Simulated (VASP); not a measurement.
# Relaxed cell of C (Diamond): a test of cutoff and mesh, part 2 of 2

Aim: test the relaxed volume of C (Diamond) against cutoff and mesh. The starting structure is a measured crystal structure from the Crystallography Open Database. The first relaxation on each setting starts from this cell expanded by 3 % in volume.

VASP 6.6.1.

Results so far: reference 5.62 Å³ an atom; a cutoff of 400 eV 5.57 Å³ an atom; a 6×6×6 mesh 5.62 Å³ an atom.

## (5) Relaxation with a cutoff of 680 eV

Level of this step: PBEsol; plane waves and PAW (C) (VASP).

Against step 2 the input has ENCUT = 680. This run starts from the cell of an earlier relaxation, which isn't shown; the restart sets up the plane waves anew.

INCAR

```
SYSTEM = C
PREC = Accurate
ENCUT = 680
EDIFF = 1E-06
NELM = 100
ISMEAR = 0
SIGMA = 0.03
LREAL = .FALSE.
ALGO = Normal
GGA = PS
NBANDS = 10
LORBIT = 11
LWAVE = .FALSE.
LCHARG = .FALSE.
KPAR = 8
IBRION = 2
NSW = 50
ISIF = 3
EDIFFG = -0.006
```

POSCAR

```
C
1.0
    0.0000000000      1.7769523775      1.7769523775
    1.7769523775      0.0000000000      1.7769523775
    1.7769523775      1.7769523775      0.0000000000
C
2
Direct
    0.7500000000      0.7500000000      0.7500000000
    0.5000000000      0.5000000000      0.5000000000
```

KPOINTS

```
Automatic mesh
0
Gamma
10 10 10
0 0 0
```

Potentials, in the order of the species: C (PBE family, release 64).

The run is started by

```console
> mpirun -np 8 vasp_std
```

Output:

```text
[... set-up lines as in an earlier step ...]
 entering main loop
       N       E                     dE             d eps       ncg     rms          rms(c)
DAV:   1     0.581948055496E+01    0.58195E+01   -0.55450E+03   956   0.946E+02
DAV:   2    -0.193997127763E+02   -0.25219E+02   -0.24285E+02  1284   0.151E+02
DAV:   3    -0.199406968736E+02   -0.54098E+00   -0.53963E+00  1122   0.179E+01
DAV:   4    -0.199418844425E+02   -0.11876E-02   -0.11875E-02  1044   0.924E-01
[...]
DAV:   9    -0.192592549407E+02   -0.15154E-04   -0.15800E-05  1146   0.387E-02    0.205E-02
DAV:  10    -0.192592629517E+02   -0.80110E-05   -0.33753E-06   992   0.178E-02    0.416E-03
DAV:  11    -0.192592627914E+02    0.16026E-06   -0.64202E-08   542   0.248E-03
   1 F= -.19259263E+02 E0= -.19259263E+02  d E =-.192593E+02
[...]
reached required accuracy - stopping structural energy minimisation
```

It took 2.8 s on 8 MPI ranks of AMD EPYC 7R43, shared host; peak memory 0.82 GiB; 17 s of CPU time.

OUTCAR, selected parts (step 5):

```text
  Total        0.0102216      0.0102216      0.0102216     -0.0000000     -0.0000000     -0.0000000
  in kB        1.4593943      1.4593943      1.4593943     -0.0000000     -0.0000000     -0.0000000
  external PRESSURE =       1.4593943 kB  Pullay stress =       0.0000000 kB

 POSITION                                       TOTAL-FORCE (eV/Angst)
 -----------------------------------------------------------------------------------
      2.66543      2.66543      2.66543         0.000000      0.000000      0.000000
      1.77695      1.77695      1.77695        -0.000000     -0.000000     -0.000000
 -----------------------------------------------------------------------------------
    total drift:                                0.000000      0.000000      0.000000

  FREE ENERGIE OF THE ION-ELECTRON SYSTEM (eV)
  ---------------------------------------------------
  free  energy   TOTEN  =       -19.2592627914 eV

  energy  without entropy=      -19.2592627914  energy(sigma->0) =      -19.25926279

[... 2 parts as in an earlier step ...]

[... 2 further parts left out ...]
[key lines of the parts left out:]
E-fermi :  10.0303
```

With a cutoff of 680 eV the cell ends at 5.611 Å³ an atom, -0.23 % from the reference; the bulk modulus is 452.8 GPa against 451.2 GPa.

## (6) Relaxation with a 14×14×14 mesh

Against step 2 the input has a 14×14×14 mesh. This run starts from the cell of an earlier relaxation, which isn't shown; the restart sets up the plane waves anew.

Changes to INCAR since step 5:

```diff
@@ -2,3 +2,3 @@
 PREC = Accurate
-ENCUT = 680
+ENCUT = 520
 EDIFF = 1E-06
```

POSCAR

```
C
1.0
    0.0000000000      1.7780044070      1.7780044070
    1.7780044070      0.0000000000      1.7780044070
    1.7780044070      1.7780044070      0.0000000000
C
2
Direct
    0.7500000000      0.7500000000      0.7500000000
    0.5000000000      0.5000000000      0.5000000000
```

KPOINTS

```
Automatic mesh
0
Gamma
14 14 14
0 0 0
```

The run is started by

```console
> mpirun -np 8 vasp_std
```

Output:

```text
[... set-up lines as in an earlier step ...]
 entering main loop
       N       E                     dE             d eps       ncg     rms          rms(c)
DAV:   1    -0.996692211828E+00   -0.99669E+00   -0.49446E+03  2218   0.773E+02
DAV:   2    -0.196282521419E+02   -0.18632E+02   -0.18156E+02  2832   0.126E+02
DAV:   3    -0.199301556077E+02   -0.30190E+00   -0.30134E+00  2456   0.131E+01
DAV:   4    -0.199306500931E+02   -0.49449E-03   -0.49444E-03  2216   0.637E-01
[...]
DAV:   9    -0.192498327475E+02   -0.15462E-04   -0.15535E-05  2550   0.378E-02    0.206E-02
DAV:  10    -0.192498404406E+02   -0.76931E-05   -0.33466E-06  2202   0.176E-02    0.420E-03
DAV:  11    -0.192498403005E+02    0.14007E-06   -0.64945E-08  1164   0.247E-03
   1 F= -.19249840E+02 E0= -.19249840E+02  d E =-.192498E+02
[...]
N       E                     dE             d eps       ncg     rms          rms(c)
DAV:   1    -0.192498453122E+02   -0.48716E-05   -0.47764E-04  2230   0.193E-01    0.201E-02
DAV:   2    -0.192498393990E+02    0.59132E-05   -0.60429E-06  2242   0.207E-02    0.110E-02
DAV:   3    -0.192498368620E+02    0.25370E-05   -0.40056E-06  2204   0.146E-02    0.161E-03
DAV:   4    -0.192498368322E+02    0.29790E-07   -0.48022E-08  1052   0.212E-03
   2 F= -.19249837E+02 E0= -.19249837E+02  d E =0.346829E-05
 trial-energy change:    0.000003  1 .order    0.000003   -0.000024    0.000031
 step:   0.4384(harm=  0.4384)  dis= 0.00000  next Energy=   -19.249846 (dE=-0.524E-05)
[...]
N       E                     dE             d eps       ncg     rms          rms(c)
DAV:   1    -0.192498477682E+02   -0.10906E-04   -0.14941E-04  2242   0.108E-01    0.112E-02
DAV:   2    -0.192498460081E+02    0.17602E-05   -0.18801E-06  2106   0.116E-02    0.618E-03
DAV:   3    -0.192498453942E+02    0.61388E-06   -0.12296E-06  1618   0.815E-03
   3 F= -.19249845E+02 E0= -.19249845E+02  d E =-.509368E-05
[...]
reached required accuracy - stopping structural energy minimisation
```

The job ended after 4.6 s (8 MPI ranks; peak memory 0.72 GiB; 32 s of CPU time).

From OUTCAR (step 6):

```text
  Total        0.0000461      0.0000461      0.0000461      0.0000000      0.0000000      0.0000000
  in kB        0.0065728      0.0065728      0.0065728      0.0000000      0.0000000      0.0000000
  external PRESSURE =       0.0065728 kB  Pullay stress =       0.0000000 kB

 POSITION                                       TOTAL-FORCE (eV/Angst)
 -----------------------------------------------------------------------------------
      2.66752      2.66752      2.66752         0.000000     -0.000000     -0.000000
      1.77835      1.77835      1.77835        -0.000000      0.000000      0.000000
 -----------------------------------------------------------------------------------
    total drift:                                0.000000     -0.000000      0.000000

  FREE ENERGIE OF THE ION-ELECTRON SYSTEM (eV)
  ---------------------------------------------------
  free  energy   TOTEN  =       -19.2498453942 eV

  energy  without entropy=      -19.2498453942  energy(sigma->0) =      -19.24984539

[... 1 part as in an earlier step ...]

[... 3 further parts left out ...]
[key lines of the parts left out:]
E-fermi :  10.0084
```

With a 14×14×14 mesh the cell ends at 5.624 Å³ an atom, +0.00 % from the reference; the bulk modulus is 451.2 GPa against 451.2 GPa.

## (7) Comparison

| run | volume (Å³/atom) | change (%) | bulk modulus (GPa) | pressure left (GPa) | core minutes |
| --- | --- | --- | --- | --- | --- |
| reference | 5.624 | - | 451.2 | 0.0 | 0.987 |
| a cutoff of 400 eV | 5.571 | -0.95 | 469.7 | -0.01 | 0.96 |
| a 6×6×6 mesh | 5.625 | 0.02 | 451.4 | 0.0 | 0.827 |
| a cutoff of 680 eV | 5.611 | -0.23 | 452.8 | 0.15 | 1.09 |
| a 14×14×14 mesh | 5.624 | 0.0 | 451.2 | 0.0 | 1.39 |

Core minutes are wall time times ranks, summed over the relaxations behind a row (those for a bulk modulus apart), on shared hosts.

## (8) Results

```
volume of the reference                          : 5.624 Å³/atom
volume against the reference, a cutoff of 400 eV : -0.95 %
volume against the reference, a 6×6×6 mesh       : +0.02 %
volume against the reference, a cutoff of 680 eV : -0.23 %
volume against the reference, a 14×14×14 mesh    : +0.00 %
```

In words: The volume moves most with a cutoff of 400 eV: -0.95 % against the reference (520 eV, 10×10×10 mesh). On finer settings it changes by -0.23 % with a cutoff of 680 eV and +0.00 % with a 14×14×14 mesh. The relaxations stop with up to 0.15 GPa left, which at the bulk modulus found here is 0.03 % of the volume. A cell that shrinks at the lower cutoff is the usual mark of Pulay stress, the error that a plane-wave basis makes when it is kept while the volume changes. The bulk modulus is more sensitive: it changes by +4.1 % with a cutoff of 400 eV. Further runs on this material are not shown.

[Lines on the potential files, build, host, timing and source positions are cut from VASP's logs without a mark.]

[Logs are printed without paths, hosts, clocks, repeated set-up lines and the standing remarks that a program may print on its own settings, such as how far it seeks lower states.]

[Hosts, paths, dates, database ids (printed as entryN), source tags and the programs' standing remarks are cut or masked in the printed files.]
